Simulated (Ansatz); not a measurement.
A single-point run of Ansatz (plane waves, PAW) on a 2-atom cell of GaAs started from a crystallographic database, with the lines that name the functional removed. The cell was relaxed with r2SCAN and then strained (uniaxial -1.88 % along x, other directions held), with the atoms relaxed again with r2SCAN; k points keep the names of the unstrained zone.

```cif
data_structure
_symmetry_space_group_name_H-M 'P 1'
_symmetry_Int_Tables_number 1
_cell_length_a 4.0066
_cell_length_b 3.9691
_cell_length_c 3.9691
_cell_angle_alpha 60.626
_cell_angle_beta 59.687
_cell_angle_gamma 59.687
_cell_volume 44.62
loop_
_atom_site_label
_atom_site_type_symbol
_atom_site_fract_x
_atom_site_fract_y
_atom_site_fract_z
_atom_site_occupancy
Ga1 Ga 0.00000 0.00000 0.00000 1
As1 As 0.25000 0.25000 0.25000 1
```

```
scf.n_extra_bands = 4 over 14 filled bands (N_el = 28.0): the run solves 18 bands
Pseudopotential: Ga, paw, valence charge 13, recommended cutoff 420 eV
Pseudopotential: As, paw, valence charge 15, recommended cutoff 420 eV
Crystal: 2 atoms, lattice volume = 44.624 Å³
Basis set: ecut = 420 eV, 893 PW (Γ)
Symmetry: 8 space group operations
Space group: I-4m2 (ITA 119)
k-points: 59 of 512 (time reversal used)
preconditioner: auto → none  [insulator: Δε(μ)=0.527 eV  σ=0.020 eV  ℏωp=23.6 eV]
SCF 1 converged in 6 iterations: F = -8639.819122 eV  dr2 = 1.97e-8
SCF converged after 6 iterations
Free energy (F): -8639.819122 eV
Fermi energy:    8.692295 eV
--- Per-component energies (eV) ---
  E_band       = -307.884649
  E_kinetic    = 219.833242
  E_local      = -3897.144953
  E_nonlocal   = -245.799876
  E_hartree    = 1966.204977
  E_xc         = -148.682511
  E_vxc        = -137.780912
  E_paw        = -3824.202441
  E_vpaw       = -179.402933
  E_ewald      = -2710.027446
--- Stress (GPa, compression-positive) ---
        4.951354       0.000000       0.000000
        0.000000       3.869561       0.000000
        0.000000       0.000000       3.869561
  P = ⅓ Tr σ = 4.2302 GPa (42.302 kbar)
--- Band table (eV; the first three rows and the last of 59) ---
  k-point 0: bands = […, -6.3714, -6.3684, -4.4628, 8.3180, 8.3180, 8.4246, 8.9598, 12.0645, 12.1152, 12.1152]
  k-point 1: bands = […, -6.3717, -6.3685, -4.2766, 6.3967, 8.0699, 8.1574, 10.0046, 12.4148, 12.4629, 12.6011]
  k-point 2: bands = […, -6.3716, -6.3677, -3.7569, 4.1942, 7.6057, 7.7239, 9.8444, 12.9512, 12.9887, 14.3749]
  k-point 58: bands = […, -6.3785, -6.3685, -1.8658, 1.6518, 4.7658, 4.9546, 13.1765, 13.2031, 13.9850, 14.5614]
```

bands.tsv, columns around the gap (it counts bands from 0):
```tsv
# k_distance	band_9	band_10	band_11	band_12	band_13	band_14	band_15	band_16	band_17
# fermi_ev = 8.692295
# [0, 0, 0] at k_distance = 0.000000
# [-0.5, -0.5, 0] at k_distance = 1.108895
# [-0.375, -0.375, 0.25] at k_distance = 1.504723
# [-0.375, 0, 0.375] at k_distance = 2.192481
# [0, 0, 0.5] at k_distance = 2.873724
# [-0.5, -0.25, 0.25] at k_distance = 3.657831
# levels_relative_to = fermi_ev
0.000	-15.061	-13.155	-0.374	-0.374	-0.268	0.267	3.372	3.423	3.423
1.109	-15.051	-10.624	-7.245	-3.019	-3.007	1.149	1.378	9.850	9.974
1.505	-15.057	-10.648	-7.040	-4.258	-2.587	1.674	4.404	7.666	7.734
2.192	-15.057	-10.648	-7.040	-4.258	-2.587	1.674	4.404	7.666	7.734
2.874	-15.056	-11.353	-7.038	-1.574	-1.420	0.693	4.244	4.384	7.435
3.658	-15.061	-10.558	-7.040	-3.926	-3.738	4.484	4.511	5.293	5.869
```
In order the rows are Γ, X, U, K, L, W.

Q: Which level of theory was used?
A. r2SCAN
B. PBE
C. HSE06
D. LDA

A: B. PBE. There is no exchange loop, so no exact exchange. With PBE the gap is 0.54 eV and direct, at Γ. The log narrows the family; the member has to be judged from the numbers.

Run as `ansatz run input.yaml --threads 4 --pin off --max-ram 5529MiB --backend cpu --events-out ev --progress --plain --runs-dir out`. It took 1.7 s on 4 threads of Arm Neoverse V1, on a shared host; peak host memory 0.38 GiB.

The values are computed, spin-unpolarised, and not measurements.

Spin-orbit coupling is left out.
